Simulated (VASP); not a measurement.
Set up this calculation in VASP 6.6.1, as the native input.

```
Task                   : relaxation of cell and atoms
Functional             : PBE
Potentials or basis    : VASP PAW PBE potentials, release 64 (Cd, Se)
Cutoff                 : 600 eV
k mesh                 : 9 × 9 × 6
Occupations            : gaussian, width 0.02 eV
Spin                   : no spin polarisation
Further INCAR settings : ALGO = Normal; EDIFF = 1e-07; IBRION = 2; EDIFFG = -0.005; NSW = 90; ISIF = 3
```

The structure of CdSe lies in POSCAR:

```
CdSe
1.0
    4.3460853800      0.0000000000      0.0000000000
   -2.1730426900      3.7638203500      0.0000000000
    0.0000000000      0.0000000000      7.0898398800
Cd Se
2 2
Direct
    0.6666666700      0.3333333300      0.4999533600
    0.3333333300      0.6666666700      0.9999533600
    0.6666666700      0.3333333300      0.8759066400
    0.3333333300      0.6666666700      0.3759066400
```

The cell is a database's computed one.

The input as run:

INCAR

```
SYSTEM = CdSe
  PREC = Accurate
  ENCUT = 600
  EDIFF = 1E-7
  ISMEAR = 0
  SIGMA = 0.02
  LREAL = .False.
  LASPH = .True.
  NELM = 80
  ALGO = Normal
  ISIF = 3
  LWAVE = .False.
  LCHARG = .False.
  GGA = PE
  IBRION = 2
  NSW = 90
  EDIFFG = -0.005
```

KPOINTS

```
Automatic mesh
0
Gamma
  9 9 6
  0 0 0
```

Potentials or basis: VASP PAW PBE potentials, release 64 (Cd, Se).

The run is started by

```bash
$ cat potpaw_PBE.64/Cd/POTCAR potpaw_PBE.64/Se/POTCAR > POTCAR
$ mpirun -np 1 vasp_std > vasp.out
```

Results of the run:

```yaml
Relaxed_volume: 29.89 Å³/atom
Relaxed_cell: a = 4.390 Å, b = 4.390 Å, c = 7.163 Å, α = 90.00°, β = 90.00°, γ = 120.00°
Space_group_after_relaxing_to_0.05_Å: P6_3mc (No. 186)
Energy_gained_by_relaxing: 4.0 meV/atom
Ionic_steps: 3
Pressure_after_relaxing: 0.0 GPa
Band_gap_on_the_k_mesh: 0.53 eV, direct
```

Run time: 2.1 min on 1 thread of Intel(R) Xeon(R) 6975P-C (Granite Rapids) (shared host), peak memory 0.37 GiB.
